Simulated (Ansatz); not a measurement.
**CdS (P6_3mc) at 4 levels of theory**

One geometry, relaxed with PBE; plane waves with PAW potentials in Ansatz, scalar-relativistic. No spin polarisation. Gaps are the least over mesh and band path; pressure is positive in compression, and isn't given for hybrids.

```
Cd S
1.0
     4.19845    0.00000    0.00000
    -2.09922    3.63596    0.00000
     0.00000    0.00000    6.82248
Cd S
2 2
Direct
  0.66667 0.33333 0.18833
  0.33333 0.66667 0.68833
  0.66667 0.33333 0.81152
  0.33333 0.66667 0.31152
```

| level | cutoff (eV) | k mesh | gap (eV) | pressure (GPa) |
| --- | --- | --- | --- | --- |
| PBE | 420 | 6×6×4 | 1.11 | 0.0 |

Question: What comes out on the same cell with r2SCAN, HSE06, LDA?

Answer:
```csv
level,cutoff (eV),k mesh,gap (eV),pressure (GPa)
r2SCAN,500,6×6×4,1.57,-1.4
HSE06,420,6×6×4,2.12,-
LDA,420,6×6×4,0.83,-4.9
```

The cell was reached from a generator's guess, though it ends in a space group that the Crystallography Open Database lists for this formula.
